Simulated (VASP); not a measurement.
A run of VASP 6.6.1:

INCAR

```
SYSTEM = Cu
  PREC = Accurate
  ENCUT = 520
  EDIFF = 1E-6
  ISMEAR = 1
  SIGMA = 0.1
  LREAL = .False.
  LASPH = .True.
  NELM = 80
  ALGO = Normal
  ISIF = 2
  LWAVE = .False.
  LCHARG = .False.
  GGA = PE
  ICORELEVEL = 1
```

File KPOINTS:

```
regular mesh
0
Gamma
  15 15 25
  0 0 0
```

POSCAR

```
Cu
1.0
    2.5708408500      0.0000000000      0.0000000000
   -1.2854204300      2.2264134900      0.0000000000
    1.2854204300      0.7421378300      2.0990827700
Cu
1
Direct
    0.0000000000      0.0000000000      0.0000000000
```

Potentials or basis: VASP PAW PBE potentials, release 64 (Cu).

Command:

```console
$ cat potpaw_PBE.64/Cu/POTCAR > POTCAR
$ mpirun -np 1 vasp_std > vasp.out
```

Hardware: 1 thread of Intel(R) Xeon(R) 6975P-C (Granite Rapids) (shared host).

Question: How long does it take, and how much memory?

Answer: Wall time 44 s on 1 thread of Intel(R) Xeon(R) 6975P-C (Granite Rapids) (shared host), peak memory 0.23 GiB. Counts: scf iterations 12, k points 1040.
